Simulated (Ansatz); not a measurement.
Take InCuS₂ in the chalcopyrite structure (space group I-42d, No. 122; a = 5.577 Å, c = 11.234 Å) as the base. Axes: x, y, z lie along a, b, c of the conventional cell.

Level of theory: Ansatz (a quantum-chemistry and plane-wave program) PBE, no spin-orbit coupling.

Strains are applied to the cell and any free atomic positions relax; under biaxial strain the out-of-plane vector relaxes too.

One change was made to it. Results:

The energy rises by 2.0 meV/atom; the pressure (mean of the normal stresses, compression positive) hardly moves (0.0 GPa against 0.1 GPa).

Problem. Which of these changes matches the shifts?
A. strain tensor (xx, yy, zz, yz, xz, xy) = (−0.80, −1.55, +2.24, −0.23, −0.06, +0.53) %
B. biaxial strain +4.73 %, plane normal [001], relaxed out of plane
C. isotropic strain −5.41 %

Solution. A, strain tensor (xx, yy, zz, yz, xz, xy) = (−0.80, −1.55, +2.24, −0.23, −0.06, +0.53) %. For comparison, the energy relative to the base in the other runs: isotropic strain −5.41 % gives +144 meV/atom; biaxial strain +4.73 %, plane normal [001], relaxed out of plane gives +19 meV/atom.

Stability against distortions was not tested. The final runs are not spin-polarised.
